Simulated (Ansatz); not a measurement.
# Al(100) / 1 layer V(100) / Al(100): resistance against film thickness

How does the resistance across the layers grow with the film in Al(100) / 1 layer V(100) / Al(100)?

Calculated with Ansatz 0.2.0; Ansatz plane-wave DFT, LDA, PAW files; ballistic transport by layer matching (Landauer), zero bias.

## Step 1: Set-up

The cell holds 9 atoms: 8 Al and 1 V. Cell: a = 2.862 Å, b = 2.862 Å, c = 17.997 Å, α = 85.4°, β = 85.4°, γ = 90.0°. It derives from Al and V. Regions: lead, 8 atoms (8 Al); films, 1 atom (1 V). The structure is stacked along c, and the current runs across the ab planes.

## Step 2: With 1 layer

The film is laid into the lead at the lead's in-plane lattice, and the cell closes on the lead's own image. The mesh across the current, 26×26, is finer than the density's, because channels open and close sharply across the zone. Energies from -1 to 1 eV in steps of 0.036 eV cover the slope of the Fermi function at 300 K, so the program can form a conductance.

input.yaml

```yaml
crystal:
  lattice:
    - [2.862347037, 0.0, 0.0]
    - [0.0, 2.862347037, 0.0]
    - [1.4311735185, 1.4311735185, 17.8828355855]
  atoms:
    - { symbol: Al, position: [0.9717049208, 0.9717049208, 0.0565901585] }
    - { symbol: Al, position: [0.4151147623, 0.4151147623, 0.1697704755] }
    - { symbol: Al, position: [0.8585246038, 0.8585246038, 0.2829507924] }
    - { symbol: Al, position: [0.3019344453, 0.3019344453, 0.3961311094] }
    - { symbol: V, position: [0.75, 0.75, 0.5] }
    - { symbol: Al, position: [0.1980655547, 0.1980655547, 0.6038688906] }
    - { symbol: Al, position: [0.6414753962, 0.6414753962, 0.7170492076] }
    - { symbol: Al, position: [0.0848852377, 0.0848852377, 0.8302295245] }
    - { symbol: Al, position: [0.5282950792, 0.5282950792, 0.9434098415] }
kpoints:
  mp_grid: { grid: [13, 13, 3] }
hamiltonian:
  xc: lda
scf:
  occupations: { method: fermi_dirac, width: 0.1 }
output:
  transmission: { leads: [[0, 1]], kmesh: [26, 26], e_range: [-1.0, 1.0], de: 0.036 }
  write_potential: true
  write_density: true
  volumetric_format: npy
  elf: true
```

Started as:

```bash
> ansatz run input.yaml --threads 4 --pin off --max-ram 8192MiB --backend cpu --events-out ev --progress --plain --runs-dir out
```

Numbers of over 12 decimals in the logs are rounded to 6 here.

The program printed:

```text
Warning: crystal.symmetry: narrowed to the stabiliser of the k-point mesh — unitary ops 16 → 4; excluded 12 operations that carry a point of the 13×13×3 mesh (shift [0, 0, 0]) off the mesh (the run samples exactly the mesh kpoints.mp_grid names, as under crystal.symmetry.detect: false, and its converged state has the mesh's symmetry, not the crystal's; ε∞, the Born charges and the force constants of a linear response (`dielectric:` by the response, `phonons.method: dfpt`) are averaged over those of the crystal's operations that the state keeps within a tolerance, where `mesh_tensors`, `unaveraged_element` or `gamma_mean_max_change_ev_ang2` stands beside them; [rest of the remark cut]
Engine: ansatz 0.2.0, aarch64-unknown-linux-gnu
Pseudopotentials: kind: paw
Pseudopotential: Al, paw, valence charge 3, recommended cutoff 420 eV (normal), Al.paw.azcp
Pseudopotential: V, paw, valence charge 13, recommended cutoff 420 eV (normal), V.paw.azcp
Functional definition: SPW92
  exchange = slater_x
  correlation = pw_c
Crystal: 9 atoms, lattice volume = 146.515 Å³
Basis set: ecut = 420 eV, 2863 PW (Γ)
Bands: 28, of which v1, the nominal top of the filled ones, is band 19 counted from 1 (18 counted from 0)
Symmetry: 4 space group operations
k-points: 140 of 507
Non-local potential: Al, projectors of the file, l = 0: 2, l = 1: 2, l = 2: 1
Non-local potential: V, projectors of the file, l = 0: 3, l = 1: 2, l = 2: 3, l = 3: 1
PAW form: soft (Blöchl's): semilocal exchange-correlation on the pseudo side does not see the compensation charge
PAW frozen core: Al, regenerated for the run's functional, and the local potential with it (the file was generated under x = pbe(κ = 0.804, μ = 0.219515), c = pbe(β = 0.066725))
PAW frozen core: V, regenerated for the run's functional, and the local potential with it (the file was generated under x = pbe(κ = 0.804, μ = 0.219515), c = pbe(β = 0.066725))
PAW one-centre angular grid: Al, 110 points (default); XC on 64 Gauss nodes
PAW one-centre angular grid: V, 590 points (default); XC on 64 Gauss nodes
Initial density: superposition of atomic densities (neutral atoms: chi_scale 0, normalization atom), corrected by the library's trained network
Initial wavefunctions: pseudopotential atomic-orbital guess
Functional: x = slater, c = lda
SCF iter   1: F=—  HF=-6963.592318 eV  |F-HF|=—  |Δ(HF+E_count)|=         —  Δρ=1.10e-2  dr2=1.89e0  ethr=1.77e-3  ⟨swp⟩=6.6  Hψ=19428  notcnv=0  defer=1
preconditioner: auto → Kerker (q_TF=auto, 2.169 Å⁻¹)  [metal: Δε(μ)=0.004 eV  Ē_g=5.960 eV  σ=0.100 eV  W_gap=0.01  n_scr=12 (ndim 8)  ℏωp=16.5 eV  f_vac=0.000  D(μ)=5.45/eV (n_scr^D=46)]
SCF iter   2: F=—  HF=-6963.568103 eV  |F-HF|=—  |Δ(HF+E_count)|=   2.42e-2  Δρ=5.67e-3  dr2=5.85e-1  ethr=1.77e-3  ⟨swp⟩=1.0  Hψ=5040  notcnv=0  defer=1
SCF iter   3: F=—  HF=-6963.556257 eV  |F-HF|=—  |Δ(HF+E_count)|=   1.18e-2  Δρ=4.93e-4  dr2=2.37e-3  ethr=1.58e-3  ⟨swp⟩=1.0  Hψ=3881  notcnv=0  defer=1
SCF iter   4: F=—  HF=-6963.556150 eV  |F-HF|=—  |Δ(HF+E_count)|=   1.07e-4  Δρ=1.44e-4  dr2=6.05e-5  ethr=6.40e-6  ⟨swp⟩=1.0  Hψ=3882  notcnv=0  defer=1
SCF iter   5: F=—  HF=-6963.556137 eV  |F-HF|=—  |Δ(HF+E_count)|=   1.22e-5  Δρ=3.88e-5  dr2=2.18e-6  ethr=1.64e-7  ⟨swp⟩=1.2  Hψ=4065  notcnv=0  defer=1
SCF iter   6: F=—  HF=-6963.556137 eV  |F-HF|=—  |Δ(HF+E_count)|=   5.87e-7  Δρ=9.76e-6  dr2=3.40e-7  ethr=2.70e-10  ⟨swp⟩=5.9  Hψ=12492  notcnv=0
SCF iter   7: F=-6963.556137 eV  HF=-6963.556137 eV  |F-HF|=3.37e-9  |Δ(HF+E_count)|=   2.77e-8  Δρ=1.27e-6  dr2=4.75e-9  ethr=2.70e-10  ⟨swp⟩=2.0  Hψ=7133  notcnv=0
SCF 1 converged in 7 iterations: F = -6963.556137 eV  dr2 = 4.75e-9
  greatest PAW one-centre occupation: 1.000 electrons in one spin orbital (limit 2), on the V atom at site 4 (counted from 0), in its partial waves of l = 0
transmission: 425 of 4209 steps passed
transmission: 847 of 4209 steps passed
[...]
transmission: 4209 of 4209 steps passed
SCF converged after 7 iterations
Free energy (F): -6963.556137 eV
Harris-Foulkes:  -6963.556137 eV  (|F-HF|=3.37e-9)
Internal energy: -6963.384367 eV  (E = F + TS)
E sigma→0 (E₀):  -6963.470252 eV
Entropy (-TS):   -0.171770 eV (-19.086 meV/atom)
Fermi energy:    8.427800 eV
--- Per-component energies (eV) ---
  E_band       = -155.495859
  E_kinetic    = 516.911836
  E_local      = -4107.746653  (includes V_loc(G=0)·N_el)
  E_nonlocal   = 47.263712
  E_hartree    = 2008.277117
  E_xc         = -442.881821
  E_vxc        = -397.783336  (∫ρ·V_xc dr)
  E_paw        = -4607.764310  (= ΣΔE_a)
  E_vpaw       = -230.692257  (= ΣTr[D̂ρ^β])
  E_aug_tail   = 0.000213  (compensation charges beyond the density's cutoff)
  E_ewald      = -378.236344
  E_core_change = 0.791882  (= ΣΔE_core)
  E_smearing   = -0.171770  (= −TS)
  E_closure    = -0.000000  (closes the sum)
  Σ components = -6963.556137   (vs F -6963.556137, Δ=0.00e0)
--- Band table (eV; the first three rows and the last of 140) ---
  k-point 0: bands = [... 15 lower, 8.9181, 9.2082, 9.2083, 10.1829, 10.6873, 13.6659, 13.8214, 14.0795, ... 5 higher]
  k-point 1: bands = [... 15 lower, 8.8735, 9.2082, 9.2083, 10.1829, 11.0688, 12.9648, 13.8325, 14.0626, ... 5 higher]
  k-point 2: bands = [... 15 lower, 8.7697, 9.2275, 9.3391, 10.0959, 10.7615, 11.9536, 12.2897, 12.9212, ... 5 higher]
  k-point 139: bands = [... 15 lower, 7.3362, 7.6285, 7.7979, 7.8370, 8.0351, 8.2299, 8.4572, 8.5699, ... 5 higher]
--- Transmission ---
  basis      : 69 plane waves across, 23 finite elements along
  points     : 183, standing for a mesh of 26 x 26
  filling    : by the input's occupations and mesh, since the crystals that have channels conduct as metals do. If one of these is a semiconductor, that mesh has misplaced its level
  energies   : 56 from -1.000000 to 0.980000 eV about the Fermi level, 0.036000 eV apart; the leads are filled to 0.000000 eV, and channels, transmission and decay are at 0.008000 eV
  crystal 0  : Al1, at the sites [0, 1], period 2.0240 Å, over 16.19 Å; its Hamiltonian steps by up to 12.8 meV
    offset         : up to 0.0000 Å between an atom of the period and one for which it stands
    filled         : 31.5 meV under the level at which it is neutral
    channels       : 1.628698e0 a spin
    conductance    : 1.5421e15 S/m² at 300 K; may be off by some 0.0 % by where its bands' edges are placed, 5.4 % from the k-mesh, 0.1 % from the distance to neutral
    slowest decay  : 0.0228 /Å at (0.5000, 0.4615)
  junction   : crystal 0 to crystal 0, 0.70 to 16.56 Å
    transmission   : 6.436533e-1 a spin
    conductance    : 6.1229e14 S/m² at 300 K (6.3424e14 on every other point, 6.1176e14 on every other energy)
    error estimate : 0.1 % from the energy spacing and 0.0 % from band edges of the leads and from resonances (wavevectors taken as independent; lower de), 9.5 % from the k-mesh, 4.6 % from the steps of its leads' Hamiltonians or their offsets (lay more layers), 0.2 % from the distance to neutral
    resistance     : 9.8474e-4 Ω µm² beyond half of each lead's own
```

The job ended after 2.4 min (4 threads of Arm Neoverse V1, shared host; peak memory 0.71 GiB).

This run has no spin polarisation, although V can carry a moment.

This step gave:

* free energy: -6963.5561 eV
* energy at zero smearing: -6963.4703 eV
* Fermi energy: 8.428 eV
* cell area: 8.193 Å²
* step of the lead's potential: 12.8 meV
* ballistic conductance of the lead: 1.54e15 S/m²
* estimated errors of the lead's conductance: 0, 5.4, 0.1 % (band edges, k-mesh, distance from neutral)
* lead conductance per cell: 1.631 G₀
* conductance of the junction: 6.12e14 S/m²
* junction conductance per cell: 0.6475 G₀
* estimated errors of the junction's conductance: 0.1, 0, 9.5, 4.6, 0.2 % (energy step, band edges, k-mesh, leads' steps, distance from neutral)
* area resistance that the stack adds (contact term taken off, spin by spin): 0.9847 fΩ m²

Per spin. The transmission, zone mean by energy, zero at the Fermi level:

energy (eV), transmission, zone mean and a bar from the least value:
```
   -1.000      0.730 ########
   -0.964      0.741 #########
   -0.892      0.730 ########
   -0.856      0.731 ########
   -0.784      0.714 #######
   -0.748      0.704 ######
   -0.676      0.698 #####
   -0.640      0.691 #####
   -0.568      0.674 ###
   -0.532      0.663 ##
   -0.460      0.642 #
   -0.424      0.635 
   -0.352      0.639 
   -0.316      0.646 #
   -0.244      0.655 ##
   -0.208      0.668 ###
   -0.136      0.657 ##
   -0.100      0.651 #
   -0.028      0.650 #
    0.008      0.644 #
    0.080      0.652 #
    0.116      0.661 ##
    0.188      0.712 ######
    0.224      0.749 #########
    0.296      0.778 ############
    0.332      0.805 ##############
    0.404      0.884 #####################
    0.440      0.924 ########################
    0.512      0.996 ##############################
    0.548      0.987 #############################
    0.620      0.974 ############################
    0.656      0.946 ##########################
    0.728      0.907 #######################
    0.764      0.932 #########################
    0.836      0.965 ###########################
    0.872      0.967 ############################
    0.944      0.982 #############################
    0.980      0.983 #############################
```

Per spin. Open channels, zone mean, lead against energy, zero at the Fermi level:

```tsv
energy (eV)	open channels, zone mean, lead
-1.000	1.53
-0.892	1.59
-0.820	1.58
-0.712	1.58
-0.640	1.58
-0.532	1.55
-0.424	1.55
-0.352	1.56
-0.244	1.62
-0.136	1.65
-0.064	1.62
0.008	1.63
0.044	1.63
0.116	1.65
0.224	1.70
0.332	1.75
0.404	1.80
0.512	1.77
0.620	1.78
0.692	1.79
0.800	1.80
0.872	1.82
0.980	1.85
```

Transmission over k1 and k2. At 0.0080 eV from the Fermi level.

Ten even steps from '_' (0.00) to '@' (2.84):
```
__@@%%::**++--**--..______________..--**--++**::%%@@
%%%%%%##..++--++--..______________..--++--++..##%%%%
--::##****==--====..__::::::::::__..====--==****##::
****..**++==--______..::::::::::..______--==++**..**
++++++======________......::......________======++++
----------__________..............__________--------
****++==______________..........______________==++**
------==______________....::....______________==----
........______________..........______________......
________......__________________________......______
______::::..........______________..........::::____
______::::..........______________..........::::____
______::::::....::..______________..::....::::::____
______::::..........______________..........::::____
______::::..........______________..........::::____
________......__________________________......______
........______________..........______________......
------==______________....::....______________==----
****++==______________..........______________==++**
----------__________..............__________--------
++++++======________......::......________======++++
****..**++==--______..::::::::::..______--==++**..**
--::##****==--====..__::::::::::__..====--==****##::
%%%%%%##..++--++--..______________..--++--++..##%%%%
__@@%%::**++--**--..______________..--**--++**::%%@@
@@__%%--**++--**--..______________..--**--++**--%%__
```
Columns: k1 (b1) from -0.5 to 0.462; rows upwards: k2 (b2) from -0.5 to 0.462.

Open channels over k1 and k2. At 0.0080 eV from the Fermi level.

Ten even steps from '0' (0.00) to '9' (4.00):
```
09925555555555555555555299
99772555555555555555552779
52777555522222222255557772
55277752222222222222577725
55557722222222222222277555
55555222225555555222225555
55552222555555555552222555
55552225222222222225222555
55522225222222222225222255
55522255222222222225522255
55522255222222222225522255
55522255222222222225522255
55522255222222222225522255
55522255222222222225522255
55522255222222222225522255
55522255222222222225522255
55522225222222222225222255
55552225222222222225222555
55552222555555555552222555
55555222225555555222225555
55557722222222222222277555
55277752222222222222577725
52777555522222222255557772
99772555555555555555552779
09925555555555555555555299
90955555555555555555555590
```
Columns: k1 (b1) from -0.5 to 0.462; rows upwards: k2 (b2) from -0.5 to 0.462.

Electrostatic potential energy in the ca plane at fractional y = 0.085, with atoms of Al within 0.2 Å of it. With pseudopotentials it is smooth inside the atoms' cores, unlike the true potential.

Values in eV, 5 rows by 16 columns, each cell a mean:
```
-5 -4  9  7 -9  4  8  5  5  3  6  9  4 -7  7  9
 3  2  7  7 -3  6  7  4  4  8  9  7  9  6  9  8
 8  8  3  5  8  6 -5  6  7 -2  4  8  8  4  9  8
 1  3  5  6  8  5 -9  6  8 -6 -2 10  1 -7  7  9
-5 -4  8  7 -2  5 -1  7  8 -6 -1 10  0 -2  5  9
```
Columns run along c (18.0 Å; values clipped at the 3rd and 97th percentile), rows up along a (2.9 Å). Atoms in or near the plane, at fractional coordinates: Al at (0.83, 0.08).

ELF in the ca plane at fractional y = 0.085, with atoms of Al within 0.2 Å of it. It is the smooth field of the valence electrons, not physical close to the nuclei.

Ten even steps from '0' (0.05) to '9' (0.64), each cell a mean:
```
82006854579636987786311379878986579612785346
97349865679746986786233369988898889988987667
99889987789878987786322269987899988999988888
88888998998878997688411379988898889999989999
99888999998767896369743587348976679989988888
99889998998767896249865794005864468523886668
95249877799878997469754794004863357110575347
72017854579868987788522487216864357110374236
```
Columns run along c (18.0 Å), rows up along a (2.9 Å). Atoms in or near the plane, at fractional coordinates: Al at (0.83, 0.08).

Valence density in the ca plane at fractional y = 0.085, with atoms of Al within 0.2 Å of it. It is the smooth field of the valence electrons, not physical close to the nuclei.

Values in e/Å³, 5 rows by 16 columns, each cell a mean:
```
0.16 0.17 0.15 0.18 0.18 0.19 0.19 0.29 0.29 0.22 0.19 0.17 0.19 0.17 0.17 0.15
0.20 0.20 0.18 0.19 0.20 0.20 0.19 0.30 0.32 0.21 0.18 0.20 0.19 0.20 0.19 0.18
0.19 0.19 0.21 0.20 0.17 0.19 0.20 0.22 0.21 0.21 0.19 0.18 0.19 0.21 0.19 0.19
0.20 0.20 0.20 0.20 0.17 0.19 0.18 0.21 0.19 0.14 0.17 0.14 0.18 0.15 0.18 0.16
0.16 0.17 0.16 0.19 0.20 0.20 0.21 0.21 0.20 0.16 0.18 0.13 0.17 0.09 0.16 0.14
```
Columns run along c (18.0 Å), rows up along a (2.9 Å). Atoms in or near the plane, at fractional coordinates: Al at (0.83, 0.08).

The lead's potential steps by 13 meV from period to period, small in itself. The program estimates the junction's conductance to 9.5 % from the k-mesh, 0.2 % from the leads' distance from neutral and 4.6 % from their steps.

By hand: 1/G − 1/G_lead = 1/0.6123 − 1/1.542 = 0.985 fΩ m² with G in 10¹⁵ S/m².

## Step 3: With 3 layers, k-mesh 13×13×2, film layers 3

The stack now holds 3 film layers; the k-mesh follows the cell, and the energies span -0.27 to 0.27 eV.

System of this step: Al(100) / 3 layers V(100) / Al(100). The cell holds 11 atoms: 8 Al and 3 V. Cell: a = 2.862 Å, b = 2.862 Å, c = 21.361 Å, α = 86.2°, β = 86.2°, γ = 90.0°. It derives from Al and V. Regions: lead, 8 atoms (8 Al); films, 3 atoms (3 V). The structure is stacked along c, and the current runs across the ab planes.

input.yaml

```yaml
crystal:
  lattice:
    - [2.862347037, 0.0, 0.0]
    - [0.0, 2.862347037, 0.0]
    - [1.4311735185, 1.4311735185, 21.2647467564]
  atoms:
    - { symbol: Al, position: [0.9762049247, 0.9762049247, 0.0475901506] }
    - { symbol: Al, position: [0.4286147741, 0.4286147741, 0.1427704517] }
    - { symbol: Al, position: [0.8810246236, 0.8810246236, 0.2379507529] }
    - { symbol: Al, position: [0.333434473, 0.333434473, 0.333131054] }
    - { symbol: V, position: [0.7897595985, 0.7897595985, 0.420480803] }
    - { symbol: V, position: [0.25, 0.25, 0.5] }
    - { symbol: V, position: [0.7102404015, 0.7102404015, 0.579519197] }
    - { symbol: Al, position: [0.166565527, 0.166565527, 0.666868946] }
    - { symbol: Al, position: [0.6189753764, 0.6189753764, 0.7620492471] }
    - { symbol: Al, position: [0.0713852259, 0.0713852259, 0.8572295483] }
    - { symbol: Al, position: [0.5237950753, 0.5237950753, 0.9524098494] }
kpoints:
  mp_grid: { grid: [13, 13, 2] }
hamiltonian:
  xc: lda
scf:
  occupations: { method: fermi_dirac, width: 0.1 }
output:
  transmission:
    leads: [[0, 1]]
    kmesh: [26, 26]
    e_range: [-0.27, 0.27]
    de: 0.036
  write_potential: true
  write_density: true
  volumetric_format: npy
```

The program printed:

```text
[...]
Crystal: 11 atoms, lattice volume = 174.223 Å³
Basis set: ecut = 420 eV, 3395 PW (Γ)
Bands: 43, of which v1, the nominal top of the filled ones, is band 32 counted from 1 (31 counted from 0)
Symmetry: 4 space group operations
k-points: 98 of 338
[...]
--- Transmission ---
  basis      : 69 plane waves across, 27 finite elements along
  points     : 183, standing for a mesh of 26 x 26
[...]
filled         : 30.8 meV under the level at which it is neutral
    channels       : 1.628698e0 a spin
[...]
slowest decay  : 0.0225 /Å at (0.5000, 0.4615)
  junction   : crystal 0 to crystal 0, 0.70 to 19.94 Å
    transmission   : 6.261276e-1 a spin
[...]
resistance     : 1.0343e-3 Ω µm² beyond half of each lead's own
[key lines of the parts left out:]
SCF converged after 7 iterations
Free energy (F): -12683.948288 eV
Fermi energy:    9.604423 eV
```

Run time: 96 s. Hardware: 4 threads; peak memory 0.82 GiB.

This step gave:

| Property | Result |
| --- | --- |
| free energy | -12683.9483 eV |
| energy at zero smearing | -12683.7901 eV |
| Fermi energy | 9.604 eV |
| step of the lead's potential | 10.9 meV |
| lead conductance per cell | 1.630 G₀ |
| conductance of the junction | 5.94e14 S/m² |
| junction conductance per cell | 0.6283 G₀ |
| estimated errors of the junction's conductance | 0.4, 0, 8.5, 9.9, 0.8 % (energy step, band edges, k-mesh, leads' steps, distance from neutral) |
| area resistance that the stack adds (contact term taken off, spin by spin) | 1.034 fΩ m² |

Per spin. Transmission, zone mean against energy, zero at the Fermi level:

```tsv
energy (eV)	transmission, zone mean
-0.270	0.498
-0.234	0.560
-0.198	0.550
-0.162	0.529
-0.126	0.529
-0.090	0.574
-0.054	0.636
-0.018	0.647
0.018	0.626
0.054	0.638
0.090	0.595
0.126	0.583
0.162	0.596
0.198	0.599
0.234	0.597
0.270	0.577
```

The conductance of the junction is 5.9e14 S/m², 3.0 % under the 6.1e14 S/m² of the last finished run, within the error estimates, leads' steps apart, of 9.5 and 8.5 %.

[end of part 1 of 2]

[Logs are printed without paths, hosts, clocks, repeated set-up lines and the standing remarks that a program may print on its own settings, such as how far it seeks lower states.]

[Hosts, paths, dates, database ids (printed as entryN), source tags and the programs' standing remarks are cut or masked in the printed files.]
